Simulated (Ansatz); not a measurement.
Free-standing chains of the atoms of InAs, named by their start (strip: triangular double chain, ladder: square double chain); atoms and period are relaxed, and energies count from relaxed bulk InAs (F-43m, 29.59 Å³/atom, gap on the mesh 0.00 eV).

These are results of DFT PBE, scalar-relativistic, plane waves, PAW in Ansatz 0.2.0, not measurements.

Cutoff 420 eV, Gaussian smearing of 0.05 eV, energies at zero smearing, symmetry of each start kept, collinear spin where a moment is listed.

```tsv
start	atoms	k mesh	excess energy (eV per host atom)	period (Å)	gap on the mesh (eV)	highest filled level or Fermi level under vacuum (eV)	size of the moment (μB per cell)
linear chain	2	1×1×14	1.303	5.102	0	4.90	0.71
dimerised chain	2	1×1×14	1.303	5.107	0	4.90	0.71
zigzag chain	2	1×1×15	1.060	4.478	0.20	-	0.00
ladder chain	4	1×1×14	0.813	5.360	0	4.59	0.71
strip chain	2	1×1×25	0.979	2.761	0	4.20	0.00
```

An odd mesh misses points on the zone edge, so a gap read on it can be too wide.

Each run keeps its start's symmetry and one magnetic start, so lower states can exist. Rows stand on unlike meshes and boxes, so starts that end alike can differ by a few hundredths of an eV per atom.